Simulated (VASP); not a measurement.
Set up this calculation in VASP 6.6.1, as the native input.

```
Task                   : band structure
Functional             : PBE
Potentials or basis    : VASP PAW PBE potentials, release 64 (Al, O)
Cutoff                 : 450 eV
k mesh                 : 8 × 8 × 8
Occupations            : gaussian, width 0.02 eV
Spin                   : no spin polarisation
Further INCAR settings : ALGO = Normal; EDIFF = 1e-06; NBANDS = 35
```

Crystal: Al2O3.

```
Al O
1.0
     2.40283    1.38728    4.37143
    -2.40283    1.38728    4.37143
     0.00000   -2.77455    4.37143
Al O
4 6
Direct
  0.64786 0.64786 0.64786
  0.85214 0.85214 0.85214
  0.14786 0.14786 0.14786
  0.35214 0.35214 0.35214
  0.44380 0.05620 0.75000
  0.94380 0.25000 0.55620
  0.05620 0.75000 0.44380
  0.75000 0.44380 0.05620
  0.25000 0.55620 0.94380
  0.55620 0.94380 0.25000
```

The cell is a database's computed one.

The input as run:

POSCAR

```
Al2O3                                   
1.0
    2.4028313787      1.3872753696      4.3714308429
   -2.4028313787      1.3872753696      4.3714308429
    0.0000000000     -2.7745507393      4.3714308429
  Al              O             
     4     6
Direct
     0.6478601473919312    0.6478601473919312    0.6478601473919312
     0.8521398526080688    0.8521398526080688    0.8521398526080688
     0.1478601473919312    0.1478601473919312    0.1478601473919312
     0.3521398526080688    0.3521398526080688    0.3521398526080688
     0.4438042327246734    0.0561957672753266    0.7500000000000000
     0.9438042327246734    0.2500000000000000    0.5561957672753266
     0.0561957672753266    0.7500000000000000    0.4438042327246734
     0.7500000000000000    0.4438042327246734    0.0561957672753266
     0.2500000000000000    0.5561957672753266    0.9438042327246734
     0.5561957672753266    0.9438042327246734    0.2500000000000000
```

INCAR.step1

```
ALGO     = Normal         # electronic algorithm
EDIFF    = 1E-6           # SCF threshold, eV
ENCUT    = 450            # plane-wave cutoff, eV
GGA      = PE             # functional
ISIF     = 2              # what is computed and relaxed
ISMEAR   = 0              # smearing method
KPAR     = 4            
LASPH    = T              # aspherical terms in the spheres
LCHARG   = T              # write CHGCAR
LREAL    = F              # projectors in reciprocal space
LWAVE    = F              # write WAVECAR
NBANDS   = 35             # bands
NELM     = 120            # most SCF steps
PREC     = Accurate       # precision mode
SIGMA    = 0.02           # smearing width, eV
```

KPOINTS.step1

```
k-points
0
Gamma
  8 8 8
```

INCAR.step2

```
ALGO     = Normal         # electronic algorithm
EDIFF    = 1E-6           # SCF threshold, eV
ENCUT    = 450            # plane-wave cutoff, eV
GGA      = PE             # functional
ICHARG   = 11             # starting density
ISIF     = 2              # what is computed and relaxed
ISMEAR   = 0              # smearing method
KPAR     = 4            
LASPH    = T              # aspherical terms in the spheres
LCHARG   = F              # write CHGCAR
LREAL    = F              # projectors in reciprocal space
LWAVE    = F              # write WAVECAR
NBANDS   = 35             # bands
NELM     = 120            # most SCF steps
PREC     = Accurate       # precision mode
SIGMA    = 0.05           # smearing width, eV
```

KPOINTS.step2

```
path GLB1,BZGX,QFP1Z,LP
10
line-mode
reciprocal
 0.0000000000  0.0000000000  0.0000000000  G
 0.5000000000  0.0000000000  0.0000000000  L

 0.5000000000  0.0000000000  0.0000000000  L
 0.5000000000  0.2337696973 -0.2337696973  B1

 0.7662303027  0.5000000000  0.2337696973  B
 0.5000000000  0.5000000000  0.5000000000  Z

 0.5000000000  0.5000000000  0.5000000000  Z
 0.0000000000  0.0000000000  0.0000000000  G

 0.0000000000  0.0000000000  0.0000000000  G
 0.3668848486  0.0000000000 -0.3668848486  X

 0.6331151514  0.3668848486  0.0000000000  Q
 0.5000000000  0.5000000000  0.0000000000  F

 0.5000000000  0.5000000000  0.0000000000  F
 0.6331151514  0.6331151514  0.2337696973  P1

 0.6331151514  0.6331151514  0.2337696973  P1
 0.5000000000  0.5000000000  0.5000000000  Z

 0.5000000000  0.0000000000  0.0000000000  L
 0.7662303027  0.3668848486  0.3668848486  P
```

Potentials or basis: VASP PAW PBE potentials, release 64 (Al, O).

Launch:

```bash
$ cat potpaw_PBE.64/Al/POTCAR potpaw_PBE.64/O/POTCAR > POTCAR
$ cp INCAR.step1 INCAR
$ cp KPOINTS.step1 KPOINTS
$ mpirun -np 4 vasp_std > vasp.out
$ cp INCAR.step2 INCAR
$ cp KPOINTS.step2 KPOINTS
$ mpirun -np 4 vasp_std > vasp.out
```

It gave:

| Property | Result |
| --- | --- |
| Band gap on the k mesh | 5.87 eV, direct |
| Band gap along the path | 5.87 eV, direct |

Caveat: the log is that of the step along the path at fixed density, whose energy, stress, charges and moments have no meaning.

It took 48 s on 4 MPI ranks on Intel(R) Xeon(R) 6975P-C (Granite Rapids), with other jobs on the host, peak memory 0.28 GiB a rank.
